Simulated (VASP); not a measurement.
Here is a VASP 6.6.1 calculation.

INCAR

```
SYSTEM = Os
PREC = Accurate
ENCUT = 520
EDIFF = 1E-7
ISMEAR = -1
SIGMA = 0.05
LREAL = .FALSE.
LASPH = .TRUE.
NELM = 100
ALGO = Normal
ISIF = 2
LWAVE = .FALSE.
LCHARG = .FALSE.
LMAXMIX = 4
GGA = AM
NBANDS = 15
```

The input KPOINTS:

```
Automatic mesh
0
G
  11 11 6
  0 0 0
```

Contents of POSCAR:

```
Os
1.0
    2.7341000000      0.0000000000      0.0000000000
   -1.3670500000      2.3678000565      0.0000000000
    0.0000000000      0.0000000000      4.3197000000
Os
2
Direct
    0.6666666667      0.3333333333      0.7500000000
    0.3333333333      0.6666666667      0.2500000000
```

The input KPOINTS_OPT:

```
path GMKGALHA,LM,KH
10
line-mode
reciprocal
 0.0000000000  0.0000000000  0.0000000000  G
 0.5000000000  0.0000000000  0.0000000000  M

 0.5000000000  0.0000000000  0.0000000000  M
 0.3333333333  0.3333333333  0.0000000000  K

 0.3333333333  0.3333333333  0.0000000000  K
 0.0000000000  0.0000000000  0.0000000000  G

 0.0000000000  0.0000000000  0.0000000000  G
 0.0000000000  0.0000000000  0.5000000000  A

 0.0000000000  0.0000000000  0.5000000000  A
 0.5000000000  0.0000000000  0.5000000000  L

 0.5000000000  0.0000000000  0.5000000000  L
 0.3333333333  0.3333333333  0.5000000000  H

 0.3333333333  0.3333333333  0.5000000000  H
 0.0000000000  0.0000000000  0.5000000000  A

 0.5000000000  0.0000000000  0.5000000000  L
 0.5000000000  0.0000000000  0.0000000000  M

 0.3333333333  0.3333333333  0.0000000000  K
 0.3333333333  0.3333333333  0.5000000000  H
```

Potentials or basis: VASP PAW PBE potentials, release 64 (Os).

Launch:

```bash
$ cat potpaw_PBE.64/Os/POTCAR > POTCAR
$ mpirun -np 1 vasp_std > vasp.out
```

Question: Predict the band gap along the path.

Answer: None (metal or under the smearing width).

Question: Predict the pressure.

Answer: -5.7 GPa.

Levels at the corners of the path, in eV from the Fermi level:
```
point  band 4  band 5  band 6  band 7  band 8  band 9  band 10  band 11  band 12  band 13
    Γ   -3.01   -2.76   -2.17   -2.17   -1.51   -1.51     0.01     1.74     1.74     9.10
    M   -3.51   -2.91   -2.54   -1.85    2.09    2.66     2.77     4.46     5.75     9.38
    M   -3.51   -2.91   -2.54   -1.85    2.09    2.66     2.77     4.46     5.75     9.38
    K   -4.61   -3.40   -3.40   -1.29    1.53    1.53     2.11     5.42     5.42     7.11
    K   -4.61   -3.40   -3.40   -1.29    1.53    1.53     2.11     5.42     5.42     7.11
    Γ   -3.01   -2.76   -2.17   -2.17   -1.51   -1.51     0.01     1.74     1.74     9.10
    Γ   -3.01   -2.76   -2.17   -2.17   -1.51   -1.51     0.01     1.74     1.74     9.10
    A   -3.55   -3.21   -3.21   -3.21   -3.21    0.95     0.95     0.95     0.95    13.75
    A   -3.55   -3.21   -3.21   -3.21   -3.21    0.95     0.95     0.95     0.95    13.75
    L   -5.31   -1.16   -1.16   -0.15   -0.15    2.43     2.43     3.34     3.34     9.17
    L   -5.31   -1.16   -1.16   -0.15   -0.15    2.43     2.43     3.34     3.34     9.17
    H   -4.94   -3.41   -3.41   -1.31   -1.31    1.68     1.68     8.37     8.37     9.46
    H   -4.94   -3.41   -3.41   -1.31   -1.31    1.68     1.68     8.37     8.37     9.46
    A   -3.55   -3.21   -3.21   -3.21   -3.21    0.95     0.95     0.95     0.95    13.75
    L   -5.31   -1.16   -1.16   -0.15   -0.15    2.43     2.43     3.34     3.34     9.17
    M   -3.51   -2.91   -2.54   -1.85    2.09    2.66     2.77     4.46     5.75     9.38
    K   -4.61   -3.40   -3.40   -1.29    1.53    1.53     2.11     5.42     5.42     7.11
    H   -4.94   -3.41   -3.41   -1.31   -1.31    1.68     1.68     8.37     8.37     9.46
```

Caveat: the PAW data sets were made with another functional, which shifts forces and pressure a little; spin-orbit coupling is left out, which moves the levels of the heavy elements.
